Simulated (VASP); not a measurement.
A run of VASP 6.6.1 is set up as follows.

The input POSCAR:

```
GeSe                                    
1.0
   10.9657105292      0.0000000000      0.0000000000
    0.0000000000      3.8828258027      0.0000000000
    0.0000000000     -0.0000000000      4.4200214517
  Ge              Se            
     4     4
Direct
     0.1233900402920299    0.7500000000000000    0.8874820848245584
     0.6233900402920298    0.7500000000000000    0.6125179151754416
     0.3766099597079701    0.2500000000000000    0.3874820848245584
     0.8766099597079702    0.2500000000000000    0.1125179151754416
     0.8548888457788594    0.7500000000000000    0.5018714585478921
     0.3548888457788590    0.7500000000000000    0.9981285414521079
     0.6451111542211406    0.2500000000000000    0.0018714585478920
     0.1451111542211407    0.2500000000000000    0.4981285414521079
```

INCAR.step1

```
SYSTEM = GeSe
PREC = Accurate ; ENCUT = 520
EDIFF = 1E-8 ; ISMEAR = 0
SIGMA = 0.03 ; LREAL = .False.
LASPH = .True. ; NELM = 80
ALGO = Normal ; ISIF = 2
LWAVE = .False. ; LCHARG = .False.
KPAR = 4 ; GGA = PE
LEPSILON = .True.
```

Contents of KPOINTS.step1:

```
Automatic mesh
0
G
  4 8 6
  0 0 0
```

INCAR.step2

```
SYSTEM = GeSe
PREC = Accurate ; ENCUT = 520
EDIFF = 1E-5 ; ISMEAR = 0
SIGMA = 0.03 ; LREAL = .False.
LASPH = .True. ; NELM = 80
ALGO = Normal ; ISIF = 2
LWAVE = .True. ; LCHARG = .False.
NBANDS = 50 ; KPAR = 4
GGA = PE
```

KPOINTS.step2

```
Automatic mesh
0
Gamma
  2 4 4
  0 0 0
```

Contents of INCAR.step3:

```
SYSTEM = GeSe
PREC = Accurate ; ENCUT = 520
EDIFF = 1E-7 ; ISMEAR = 0
SIGMA = 0.03 ; LREAL = .False.
LASPH = .True. ; NELM = 80
ALGO = Normal ; ISIF = 2
LWAVE = .False. ; LCHARG = .False.
GGA = PE ; LHFCALC = .True.
AEXX = 0.0601 ; PRECFOCK = Fast
HFRCUT = -1 ; NBANDS = 50
KPAR = 4 ; ISTART = 1
```

Contents of KPOINTS.step3:

```
Automatic mesh
0
Gamma
  2 4 4
  0 0 0
```

The input KPOINTS_OPT:

```
explicit points
8
Reciprocal
 0.0000000000  0.0000000000  0.0000000000 1
 0.5000000000  0.5000000000  0.5000000000 1
 0.0000000000  0.5000000000  0.5000000000 1
 0.5000000000  0.0000000000  0.5000000000 1
 0.5000000000  0.5000000000  0.0000000000 1
 0.0000000000  0.5000000000  0.0000000000 1
 0.0000000000  0.0000000000  0.5000000000 1
 0.5000000000  0.0000000000  0.0000000000 1
```

Potentials or basis: VASP PAW PBE potentials, release 64 (Ge_d, Se).

The run is started by

```sh
$ cat potpaw_PBE.64/Ge_d/POTCAR potpaw_PBE.64/Se/POTCAR > POTCAR
$ cp INCAR.step1 INCAR
$ cp KPOINTS.step1 KPOINTS
$ mpirun -np 4 vasp_std > vasp.out
$ cp INCAR.step2 INCAR
$ cp KPOINTS.step2 KPOINTS
$ mpirun -np 4 vasp_std > vasp.out
$ cp INCAR.step3 INCAR
$ cp KPOINTS.step3 KPOINTS
$ mpirun -np 4 vasp_std > vasp.out
```

Q: What does it give for the band gap on the k mesh?

A: 1.20 eV, direct.

Q: What does it give for the pressure?

A: 0.3 GPa.

Forces on the atoms (eV/Å):
```
Ge   0.097  0.000 -0.071
Ge   0.097  0.000  0.071
Ge  -0.097  0.000 -0.071
Ge  -0.097  0.000  0.071
Se  -0.078  0.000 -0.073
Se  -0.078  0.000  0.073
Se   0.078  0.000 -0.073
Se   0.078  0.000  0.073
```

Caveat: the PAW data sets were made with another functional, which shifts forces and pressure a little.
